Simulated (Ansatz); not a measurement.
# Zinc, fcc under PBE: ground state and equation of state

Aim: take zinc in the fcc structure, relax it, solve it on a dense k-mesh, switch on spin-orbit coupling, then scale the cell to 7 volumes from 88 to 112 % of the relaxed one and try a fit of the equation of state. The k-meshes are 14×14×14 for the relaxation; 23×23×23 for the dense run; 14×14×14 for spin-orbit coupling; 15×15×15 for the volumes.

This is Zn in the fcc structure; at room conditions it is hcp.

Method: DFT PBE, plane waves (420 eV) with PAW, scalar-relativistic, in Ansatz 0.2.0.

### 1 The structure to begin with

Symmetry: Fm-3m, No. 225, cubic system. The conventional cell has a = 3.933 Å, b = 3.933 Å, c = 3.933 Å, α = 90.00°, β = 90.00°, γ = 90.00°. Around Zn (site symmetry m-3m) lie 12 Zn at 2.78 Å.

Structure file:

```cif
data_structure
_symmetry_space_group_name_H-M 'Fm-3m'
_symmetry_Int_Tables_number 225
_cell_length_a 3.9331
_cell_length_b 3.9331
_cell_length_c 3.9331
_cell_angle_alpha 90.000
_cell_angle_beta 90.000
_cell_angle_gamma 90.000
_cell_volume 60.84
loop_
_atom_site_label
_atom_site_type_symbol
_atom_site_symmetry_multiplicity
_atom_site_Wyckoff_symbol
_atom_site_fract_x
_atom_site_fract_y
_atom_site_fract_z
_atom_site_occupancy
Zn1 Zn 4 a 0.00000 0.00000 0.00000 1
```

### 2 Relaxation of the cell

input.yaml reads:

```yaml
crystal:
  lattice:
    - [0.0, 1.9665497572, 1.9665497572]
    - [1.9665497572, 0.0, 1.9665497572]
    - [1.9665497572, 1.9665497572, 0.0]
  atoms:
    - { symbol: Zn, position: [0.0, 0.0, 0.0] }
hamiltonian:
  xc: pbe
  pseudopotentials:
    kind: paw
    azcp:
      Zn: "pseudopotentials/Zn.paw.azcp"
basis:
  ecutwfc: 420
  fft_grid_basis: typed
kpoints:
  mp_grid: { grid: [14, 14, 14], shift: [0, 0, 0] }
magnetization:
  spin_polarized: false
scf:
  occupations: { method: fermi_dirac, width: 0.1 }
relax:
  max_steps: 60
  f_tol: 0.01
  cell: {}
```

Standard output (excerpt; [...] marks lines left out):

```text
[...]
Pseudopotentials: kind: paw
Pseudopotential: Zn, paw, valence charge 12, recommended cutoff 420 eV (normal), <dir>
Functional definition: PBE
[...]
Crystal: 1 atoms, lattice volume = 15.211 Å³
Basis set: ecut = 420 eV, 307 PW (Γ), exchange–correlation on 40×40×40 points (8 copies of the dense FFT grid, shifted against one another)
Bands: 10, of which v1, the nominal top of the filled ones, is band 6 counted from 1 (5 counted from 0)
Symmetry: 48 space group operations
Space group: Fm-3m (ITA 225), of the structure as read, at distance tolerance 2.5e-5 Å
k-points: 104 of 2744
[...]
SCF iter   1: F=—  HF=-3319.018090 eV  |F-HF|=—  |Δ(HF+E_count)|=         —  Δρ=2.19e-3  dr2=5.27e-4  ethr=1.77e-3  ⟨swp⟩=4.8  Hψ=6601  notcnv=0
[...]
relax step   1: F+E_penalty+E_count = -3319.01788585 eV  Δ(F+E_penalty+E_count) = +0.000e0 eV  max|allowed force component| = 0.000e0 eV/Å  Δτ_max = 0.0000 Å  P = -0.128 GPa  Ω = 15.211 Å³  (6 SCF iters, dr2 threshold 1.00e-7 eV, accepted)
[...]
relax step   2: F+E_penalty+E_count = -3319.01791099 eV  Δ(F+E_penalty+E_count) = -2.513e-5 eV  max|allowed force component| = 0.000e0 eV/Å  Δτ_max = 0.0000 Å  P = -0.038 GPa  Ω = 15.191 Å³  energy of the carried Pulay correction = +1.484e-5 eV  (3 SCF iters, dr2 threshold 4.11e-8 eV, accepted)
[...]
relax step   3: F+E_penalty+E_count = -3319.01788718 eV  Δ(F+E_penalty+E_count) = +2.381e-5 eV  max|allowed force component| = 0.000e0 eV/Å  Δτ_max = 0.0000 Å  P = -0.037 GPa  Ω = 15.191 Å³  stress off target by 3.74e-2 GPa  SCF on the basis re-selected at this cell (its energy is not [...]
SCF converged after 5 iterations
Free energy (F): -3319.017887 eV
[...]
E sigma→0 (E₀):  -3319.014335 eV
Entropy (-TS):   -0.007105 eV (-7.105 meV/atom)
Fermi energy:    10.982887 eV
[...]
--- Forces (eV/Å), atoms counted from 1 ---
  atom   1  Zn     0.00000000    -0.00000000    -0.00000000
[...]
--- Stress (GPa, compression-positive) ---
       -0.037436       0.000000       0.000000
        0.000000      -0.037436       0.000000
        0.000000       0.000000      -0.037436
  P = ⅓ Tr σ = -0.0374 GPa (-0.374 kbar)
--- Relaxed structure (2 steps of the walk, 2 accepted, 1 SCFs on fresh bases) ---
  F+E_penalty+E_count = -3319.01788718 eV   max|allowed force component| = 0.000e0 eV/Å   (the final SCF, on the basis selected at the relaxed cell)
  cell:  # Å, volume = 15.1907 Å³
    - [2.038148813158236e-34, 1.965692487764596, 1.965692487764596]
    - [1.965692487764596, 2.547686016447795e-35, 1.965692487764596]
    - [1.965692487764596, 1.965692487764596, 2.547686016447795e-35]
  atoms:
    - { symbol: Zn, position: [0.0, 0.0, 0.0] }
```

Run time: 4.7 s. Hardware: 1 thread of an x86-64 CPU, shared host; peak memory 0.48 GiB.

Relaxation path:

| step | energy change (meV/atom) | largest force (eV/Å) | pressure (GPa) | volume (Å³/atom) |
| --- | --- | --- | --- | --- |
| 1 | 0.00 | 0.0000 | -0.13 | 15.211 |
| 2 | -0.03 | 0.0000 | -0.04 | 15.191 |
| 3 | 0.00 | 0.0000 | -0.04 | 15.191 |

Steps that repeat a cell are solved on a basis chosen anew, so their changes of energy are no gain of the relaxation.

Changes in the cell that was computed:

|  | before | after | change |
| --- | --- | --- | --- |
| a (Å) | 2.781 | 2.780 | +0.0 % |
| b (Å) | 2.781 | 2.780 | +0.0 % |
| c (Å) | 2.781 | 2.780 | +0.0 % |
| volume (Å³/atom) | 15.211 | 15.191 | -0.1 % |
| shortest distance (Å) | 2.781 | 2.780 | +0.0 % |
| space group (spins left aside) | Fm-3m | Fm-3m | same |

### 3 Single point on a dense mesh

input.yaml reads:

```yaml
crystal:
  lattice:
    - [0.0, 1.9656924878, 1.9656924878]
    - [1.9656924878, 0.0, 1.9656924878]
    - [1.9656924878, 1.9656924878, 0.0]
  atoms:
    - { symbol: Zn, position: [0.0, 0.0, 0.0] }
hamiltonian:
  xc: pbe
  pseudopotentials:
    kind: paw
    azcp:
      Zn: "pseudopotentials/Zn.paw.azcp"
basis:
  ecutwfc: 420
  fft_grid_basis: typed
kpoints:
  mp_grid: { grid: [23, 23, 23], shift: [0, 0, 0] }
magnetization:
  spin_polarized: false
scf:
  occupations: { method: fermi_dirac, width: 0.1 }
```

Standard output (excerpt; [...] marks lines left out):

```text
[...]
Pseudopotentials: kind: paw
Pseudopotential: Zn, paw, valence charge 12, recommended cutoff 420 eV (normal), <dir>
Functional definition: PBE
[...]
Crystal: 1 atoms, lattice volume = 15.191 Å³
Basis set: ecut = 420 eV, 307 PW (Γ)
Bands: 10, of which v1, the nominal top of the filled ones, is band 6 counted from 1 (5 counted from 0)
Symmetry: 48 space group operations
Space group: Fm-3m (ITA 225), of the structure as read, at distance tolerance 2.5e-5 Å
k-points: 364 of 12167
[...]
SCF iter   1: F=—  HF=-3319.012360 eV  |F-HF|=—  |Δ(HF+E_count)|=         —  Δρ=2.05e-3  dr2=4.45e-4  ethr=1.77e-3  ⟨swp⟩=4.8  Hψ=23245  notcnv=0
[...]
SCF iter   6: F=-3319.012122 eV  HF=-3319.012122 eV  |F-HF|=1.32e-8  |Δ(HF+E_count)|=   1.21e-8  Δρ=1.17e-5  dr2=1.17e-8  ethr=4.13e-10  ⟨swp⟩=1.0  Hψ=9326  notcnv=0
[...]
SCF converged after 6 iterations
Free energy (F): -3319.012122 eV
[...]
E sigma→0 (E₀):  -3319.007123 eV
Entropy (-TS):   -0.009999 eV (-9.999 meV/atom)
Fermi energy:    11.011984 eV
[...]
```

Run time: 5.6 s. Hardware: 1 thread of an x86-64 CPU, shared host; peak memory 0.51 GiB.

### 4 A two-component run at the same geometry

input.yaml, as its differences from that of step 3:

```diff
@@ -10,3 +10,3 @@
   pseudopotentials:
-    kind: paw
+    kind: paw_fr
     azcp:
@@ -17,5 +17,6 @@
 kpoints:
-  mp_grid: { grid: [23, 23, 23], shift: [0, 0, 0] }
+  mp_grid: { grid: [14, 14, 14], shift: [0, 0, 0] }
 magnetization:
-  spin_polarized: false
+  noncollinear: true
+  spin_orbit: true
 scf:
```

Standard output (excerpt; [...] marks lines left out):

```text
[...]
Pseudopotentials: kind: paw_fr
Pseudopotential: Zn, paw_fr, valence charge 12, recommended cutoff 420 eV (normal), <dir>
Functional definition: PBE
[...]
non-collinear run that drives no moment, with spin-orbit: no starting moment large enough to seed its density (crystal.atoms[].spin), no starting occupations that ask for one, no magnetisation constraint and no magnetic field, so the semilocal B_xc is pinned to zero
Crystal: 1 atoms, lattice volume = 15.191 Å³
Basis set: ecut = 420 eV, 307 PW (Γ)
Bands: 20, of which v1, the nominal top of the filled ones, is band 12 counted from 1 (11 counted from 0)
Symmetry: 48 space group operations + 48 with time reversal
Magnetic group: BNS 225.117 (UNI 1619), of the structure as read, at distance tolerance 2.5e-5 Å
k-points: 104 of 2744
Projection manifold: j_resolved (fully-relativistic pseudo-atomic orbitals)
[...]
SCF iter   1: F=—  HF=-3319.186147 eV  |F-HF|=—  |Δ(HF+E_count)|=         —  Δρ=5.00e-2  dr2=3.39e-1  dr2_m=0.00e0 (ungated)  ethr=3.10e-3  |M|=0.00e0 ∫|m|=0.00e0 μB  |m|>n=0.0e0 m-floor=0.0e0 τ_xc=0.0e0  β_m=0.30  ⟨swp⟩=5.6  Hψ=5375  notcnv=0  defer=6
[...]
SCF iter   7: F=-3319.085345 eV  HF=-3319.085345 eV  |F-HF|=2.13e-10  |Δ(HF+E_count)|=  7.76e-10  Δρ=2.51e-6  dr2=4.78e-10  dr2_m=0.00e0 (ungated)  ethr=6.29e-11  |M|=0.00e0 ∫|m|=0.00e0 μB  |m|>n=0.0e0 m-floor=0.0e0 τ_xc=0.0e0  ⟨swp⟩=1.0  Hψ=3009  notcnv=0
[...]
SCF converged after 7 iterations
Magnetization: |M| = 0.0000 μB,  M = (+0.0000, +0.0000, +0.0000) μB
Absolute magnetization: 0.0000 μB (∫|m|)
  site 0: m = (+0.0000, +0.0000, +0.0000) μB, |m| = 0.0000 μB  (R = 1.15 Å)
Free energy (F): -3319.085345 eV
[...]
E sigma→0 (E₀):  -3319.081785 eV
Entropy (-TS):   -0.007120 eV (-7.120 meV/atom)
Fermi energy:    10.982390 eV
[...]
```

Wall time 4.8 s (1 thread of an x86-64 CPU, shared host); peak memory 0.46 GiB.

Side by side:

|  | scalar-relativistic | with spin-orbit coupling |
| --- | --- | --- |
| k-mesh | 23×23×23 | 14×14×14 |
| gap on the mesh | none (levels filled in part) | none (levels filled in part) |

The meshes differ, so small differences between the columns need not come from spin-orbit coupling.

### 5 At 88 % of the relaxed volume

input.yaml reads:

```yaml
crystal:
  lattice:
    - [0.0, 1.8836916038, 1.8836916038]
    - [1.8836916038, 0.0, 1.8836916038]
    - [1.8836916038, 1.8836916038, 0.0]
  atoms:
    - { symbol: Zn, position: [0.0, 0.0, 0.0] }
hamiltonian:
  xc: pbe
  pseudopotentials:
    kind: paw
    azcp:
      Zn: "pseudopotentials/Zn.paw.azcp"
basis:
  ecutwfc: 420
  fft_grid_basis: typed
kpoints:
  mp_grid: { grid: [15, 15, 15], shift: [0, 0, 0] }
magnetization:
  spin_polarized: false
scf:
  occupations: { method: fermi_dirac, width: 0.1 }
  lower_state_search: "off"
output:
  stress: true
```

Standard output (excerpt; [...] marks lines left out):

```text
[...]
Pseudopotentials: kind: paw
Pseudopotential: Zn, paw, valence charge 12, recommended cutoff 420 eV (normal), <dir>
Functional definition: PBE
[...]
Crystal: 1 atoms, lattice volume = 13.368 Å³
Basis set: ecut = 420 eV, 259 PW (Γ)
Bands: 10, of which v1, the nominal top of the filled ones, is band 6 counted from 1 (5 counted from 0)
Symmetry: 48 space group operations
Space group: Fm-3m (ITA 225), of the structure as read, at distance tolerance 2.4e-5 Å
k-points: 120 of 3375
[...]
SCF iter   1: F=—  HF=-3318.952093 eV  |F-HF|=—  |Δ(HF+E_count)|=         —  Δρ=8.57e-4  dr2=3.30e-5  ethr=1.77e-3  ⟨swp⟩=4.9  Hψ=7711  notcnv=0
[...]
SCF iter   6: F=-3318.952282 eV  HF=-3318.952282 eV  |F-HF|=2.73e-11  |Δ(HF+E_count)|=  4.69e-10  Δρ=3.61e-7  dr2=8.55e-12  ethr=4.10e-12  ⟨swp⟩=1.9  Hψ=3881  notcnv=0
[...]
SCF converged after 6 iterations
Free energy (F): -3318.952282 eV
[...]
E sigma→0 (E₀):  -3318.947707 eV
Entropy (-TS):   -0.009150 eV (-9.150 meV/atom)
Fermi energy:    13.111661 eV
[...]
--- Stress (GPa, compression-positive) ---
       12.013184      -0.000000      -0.000000
       -0.000000      12.013184      -0.000000
       -0.000000       0.000000      12.013184
  P = ⅓ Tr σ = 12.0132 GPa (120.132 kbar)
```

Wall time 1.4 s (1 thread of an x86-64 CPU, shared host); peak memory 0.46 GiB.

[end of part 1 of 2]
